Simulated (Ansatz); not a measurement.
# SnSe: the cost of one run

Method: DFT PBE+D3(BJ), scalar-relativistic, plane waves, PAW, in Ansatz 0.2.0.

5 further runs of the same task are left out: 2 that didn't finish, 3 set aside as unsound or not needed.

## (1) The starting structure

Symmetry: Fm-3m, No. 225, cubic system. Conventional cell: a = 5.978 Å, b = 5.978 Å, c = 5.978 Å, α = 90.00°, β = 90.00°, γ = 90.00°. Around Sn (site symmetry m-3m) lie 6 Se at 2.99 Å. Se (site symmetry m-3m) has 6 Sn at 2.99 Å as nearest neighbours.

Coordinates:

```
CELL_PARAMETERS angstrom
0.00000 -2.98877 -2.98877
0.00000 2.98877 -2.98877
5.97754 0.00000 0.00000
ATOMIC_POSITIONS crystal
Sn 0.50000 0.50000 0.50000
Sn 0.00000 0.00000 0.00000
Se 0.50000 0.50000 0.00000
Se 0.00000 0.00000 0.50000
```

It is built from the cell relaxed beforehand with the same method (26.70 Å³/atom).

## (2) The reference cell

The cell is repeated 2 times, 4 atoms in all. Reference values: F = -22989.7359 eV; pressure -0.05 GPa; largest force 0.000 eV/Å; gap on the mesh 0.40 eV. It was computed beforehand with the settings of the runs below.

## (3) Setting up a frozen normal mode

Mode 7 of the phonon run on this cell, counted from the lowest, is frozen in: each atom moves by x times its row below, so x is the largest displacement.

```
atom     ux     uy      uz
 Sn1  0.000  0.000  -1.000
 Sn2  0.000  0.000   1.000
 Se3  0.000  0.000   0.392
 Se4  0.000  0.000  -0.392
```

## (4) At x = -0.300 Å

input.yaml

```yaml
crystal:
  lattice:
    - [0.0, -2.9887688397, -2.9887688397]
    - [0.0, 2.9887688397, -2.9887688397]
    - [5.9775376794, 0.0, 0.0]
  atoms:
    - { symbol: Sn, position: [0.4498121106, 0.4498121106, 0.5] }
    - { symbol: Sn, position: [0.0501878894, 0.0501878894, 0.0] }
    - { symbol: Se, position: [0.5196877718, 0.5196877718, 0.0] }
    - { symbol: Se, position: [-0.0196877718, -0.0196877718, 0.5] }
basis:
  ecutwfc: 420
kpoints:
  mp_grid: { grid: [8, 8, 6] }
hamiltonian:
  xc: pbe
  dispersion: d3bj
scf:
  occupations: { method: gaussian, width: 0.05 }
output:
  forces: true
  stress: true
  eigenvalues: true
```

Command:

```bash
$ ansatz run input.yaml --threads 2 --pin off --max-ram 5120MiB --backend cpu --events-out ev --progress --plain --runs-dir out
```

What time and memory should one allow on 2 threads of AMD EPYC (Zen 3), shared host?

About 14 s, with a peak of 0.54 GiB.
